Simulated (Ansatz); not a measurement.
An Ansatz input:

```yaml
crystal:
  lattice:
    - [-4.1666043558, 4.1215323319, 1.6848486526]
    - [4.1215323319, -4.1666043558, 1.6848486526]
    - [2.2810848136, 2.2810848136, -1.7673981468]
  atoms:
    - { symbol: Tl, position: [0.9986007139, 0.0013992861, 0.0] }
    - { symbol: Tl, position: [0.7513992861, 0.2486007139, 0.5] }
hamiltonian:
  xc: pbe
  pseudopotentials:
    kind: paw_fr
    azcp:
      Tl: "pseudopotentials/Tl.paw.azcp"
basis:
  ecutwfc: 420
  fft_grid_basis: typed
kpoints:
  mp_grid: { grid: [11, 11, 10], shift: [0, 0, 0] }
magnetization:
  noncollinear: true
  spin_orbit: true
scf:
  occupations: { method: fermi_dirac, width: 0.1 }
```

and its output:

```
Engine: ansatz 0.2.0, x86_64-unknown-linux-gnu
Pseudopotentials: kind: paw_fr
Pseudopotential: Tl, paw_fr, valence charge 13, recommended cutoff 420 eV (normal) 
Functional definition: PBE
  parameter kappa = 0.804
  parameter beta = 0.06672455060314922
  exchange = pbe_x(kappa = kappa, mu = beta*pi^2/3)
  correlation = pbe_c(beta = beta)
non-collinear run that drives no moment, with spin-orbit: no starting moment large enough to seed its density (crystal.atoms[].spin), no starting occupations that ask for one, no magnetisation constraint and no magnetic field, so the semilocal B_xc is pinned to zero
Crystal: 2 atoms, lattice volume = 63.047 Å³
Basis set: ecut = 420 eV, 1231 PW (Γ)
Bands: 34, of which v1, the nominal top of the filled ones, is band 26 counted from 1 (25 counted from 0)
Symmetry: 4 space group operations + 4 with time reversal
Magnetic group: BNS 15.86 (UNI 93), of the structure as read, at distance tolerance 4.0e-5 Å
k-points: 336 of 1210
Projection manifold: j_resolved (fully-relativistic pseudo-atomic orbitals)
Non-local potential: Tl, projectors of the file, l = 0: 2, l = 1: 4, l = 2: 4, l = 3: 2
PAW form: soft (Blöchl's): semilocal exchange-correlation on the pseudo side does not see the compensation charge
PAW one-centre angular grid: Tl, 590 points (default); XC on 64 Gauss nodes
Initial density: superposition of atomic densities (chi_scale 0.1, normalization cell)
Initial wavefunctions: pseudopotential atomic-orbital guess
Functional: x = pbe(κ = 0.804, μ = 0.2195149727645171), c = pbe(β = 0.06672455060314922)
SCF iter   1: F=—  HF=-22959.943007 eV  |F-HF|=—  |Δ(HF+E_count)|=         —  Δρ=1.03e-2  dr2=9.59e-2  dr2_m=0.00e0 (ungated)  ethr=3.10e-3  |M|=0.00e0 ∫|m|=0.00e0 μB  |m|>n=0.0e0 m-floor=0.0e0 τ_xc=0.0e0  β_m=0.30  ⟨swp⟩=7.7  Hψ=28056  notcnv=0  defer=18
spin=Noncollinear: Kerker preconditioning applied to the charge; magnetization (m_x, m_y, m_z) channels mix plain (no charge-response kernel on spin).
SCF iter   2: F=—  HF=-22959.918251 eV  |F-HF|=—  |Δ(HF+E_count)|=   2.48e-2  Δρ=7.68e-3  dr2=5.32e-2  dr2_m=0.00e0 (ungated)  ethr=3.69e-4  |M|=0.00e0 ∫|m|=0.00e0 μB  |m|>n=0.0e0 m-floor=0.0e0 τ_xc=0.0e0  β_m=0.65  ⟨swp⟩=1.0  Hψ=7065  notcnv=0  defer=48
SCF iter   3: F=—  HF=-22959.902282 eV  |F-HF|=—  |Δ(HF+E_count)|=   1.60e-2  Δρ=2.10e-3  dr2=1.65e-3  dr2_m=0.00e0 (ungated)  ethr=2.05e-4  |M|=0.00e0 ∫|m|=0.00e0 μB  |m|>n=0.0e0 m-floor=0.0e0 τ_xc=0.0e0  β_m=0.82  ⟨swp⟩=2.0  Hψ=11006  notcnv=0  defer=48
SCF iter   4: F=—  HF=-22959.902733 eV  |F-HF|=—  |Δ(HF+E_count)|=   4.51e-4  Δρ=5.04e-4  dr2=2.69e-4  dr2_m=0.00e0 (ungated)  ethr=6.33e-6  |M|=0.00e0 ∫|m|=0.00e0 μB  |m|>n=0.0e0 m-floor=0.0e0 τ_xc=0.0e0  β_m=0.80  ⟨swp⟩=2.0  Hψ=10165  notcnv=0  defer=244
SCF iter   5: F=—  HF=-22959.902701 eV  |F-HF|=—  |Δ(HF+E_count)|=   3.24e-5  Δρ=1.68e-4  dr2=2.17e-5  dr2_m=0.00e0 (ungated)  ethr=1.03e-6  |M|=0.00e0 ∫|m|=0.00e0 μB  |m|>n=0.0e0 m-floor=0.0e0 τ_xc=0.0e0  β_m=0.90  ⟨swp⟩=2.7  Hψ=10060  notcnv=0  defer=244
SCF iter   6: F=—  HF=-22959.902697 eV  |F-HF|=—  |Δ(HF+E_count)|=   3.43e-6  Δρ=2.28e-5  dr2=5.91e-7  dr2_m=0.00e0 (ungated)  ethr=8.36e-8  |M|=0.00e0 ∫|m|=0.00e0 μB  |m|>n=0.0e0 m-floor=0.0e0 τ_xc=0.0e0  β_m=0.95  ⟨swp⟩=2.1  Hψ=8878  notcnv=0  defer=244
SCF iter   7: F=-22959.902698 eV  HF=-22959.902698 eV  |F-HF|=3.12e-8  |Δ(HF+E_count)|=   3.85e-7  Δρ=8.92e-6  dr2=9.52e-8  dr2_m=0.00e0 (ungated)  ethr=3.85e-10  |M|=0.00e0 ∫|m|=0.00e0 μB  |m|>n=0.0e0 m-floor=0.0e0 τ_xc=0.0e0  ⟨swp⟩=2.6  Hψ=11734  notcnv=0
SCF 1 converged in 7 iterations: F = -22959.902698 eV  dr2 = 9.52e-8
SCF converged after 7 iterations
Magnetization: |M| = 0.0000 μB,  M = (+0.0000, +0.0000, +0.0000) μB
Absolute magnetization: 0.0000 μB (∫|m|)
  site 0: m = (+0.0000, +0.0000, +0.0000) μB, |m| = 0.0000 μB  (R = 1.39 Å)
  site 1: m = (+0.0000, +0.0000, +0.0000) μB, |m| = 0.0000 μB  (R = 1.39 Å)
Free energy (F): -22959.902698 eV
Harris-Foulkes:  -22959.902698 eV  (|F-HF|=3.12e-8)
Internal energy: -22959.859813 eV  (E = F + TS)
E sigma→0 (E₀):  -22959.881256 eV
Entropy (-TS):   -0.042884 eV (-21.442 meV/atom)
Fermi energy:    8.911364 eV
--- Per-component energies (eV) ---
  E_band       = -15.836172
  E_kinetic    = 667.114085
  E_local      = -1864.461929  (includes V_loc(G=0)·N_el)
  E_nonlocal   = 632.664690
  E_hartree    = 688.798459
  E_xc         = -460.721384
  E_vxc        = -283.817413  (∫ρ·V_xc dr)
  E_paw        = -20401.219411  (= ΣΔE_a)
  E_vpaw       = -544.923789  (= ΣTr[D̂ρ^β])
  E_aug_tail   = 0.000067  (compensation charges beyond the density's cutoff)
  E_ewald      = -2222.034390
  E_smearing   = -0.042884  (= −TS)
  E_closure    = -0.000000  (closes the sum)
  Σ components = -22959.902698   (vs F -22959.902698, Δ=0.00e0)
```
